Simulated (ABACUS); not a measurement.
**Ta: equation of state with WC**

**Measured values to compare with.**

“Pressure effects on the electronic structure and superconductivity of (TaNb)0.67(HfZrTi)0.33 high entropy alloy”, 2019, arxiv:1910.08312 quotes, for a bulk crystal of Ta: bulk modulus 194 GPa.

The system is Ta.

```xyz
1
Lattice="-1.6513 1.6513 1.6513 1.6513 -1.6513 1.6513 1.6513 1.6513 -1.6513" Properties=species:S:1:pos:R:3 pbc="T T T"
Ta    0.0000    0.0000    0.0000
```

- Program: ABACUS 3.10.1
- Task: equation of state
- Functional: WC
- Potentials or basis: SSSP 1.3 efficiency PBE
- Cutoff: 748 eV
- Density cutoff: 5987 eV
- Basis: plane waves
- k mesh: 9 × 9 × 9
- Occupations: fermi-dirac, width 0.05 eV
- Spin: no spin polarisation

The equilibrium volume is 17.72 Å³/atom. The bulk modulus is 193 GPa. The pressure derivative of the bulk modulus is 4.0 (rough: it moves with the points fitted).

Energy against volume, from the lowest point:
| volume (Å³/atom) | energy (meV/atom) |
| --- | --- |
| 16.930 | 22.82 |
| 17.650 | 0.00 |
| 18.371 | 13.28 |
| 19.091 | 56.05 |

All runs of the series together: 72 s on 4 threads of Intel(R) Xeon(R) Platinum 8259CL CPU @ 2.50GHz (Skylake/Cascade Lake), on a shared host.

Measured bulk modulus of Ta: 194 GPa (quoted in “Pressure effects on the electronic structure and superconductivity of (TaNb)0.67(HfZrTi)0.33 high entropy alloy”, 2019, arxiv:1910.08312). This calculation gives 193 GPa (-0.6 %). The fit is for a static lattice scaled at fixed shape and fixed fractional positions.

Caveat: the potentials were made for another functional, which shifts forces and pressure. Spin-orbit coupling is left out, which matters for the levels of Ta.
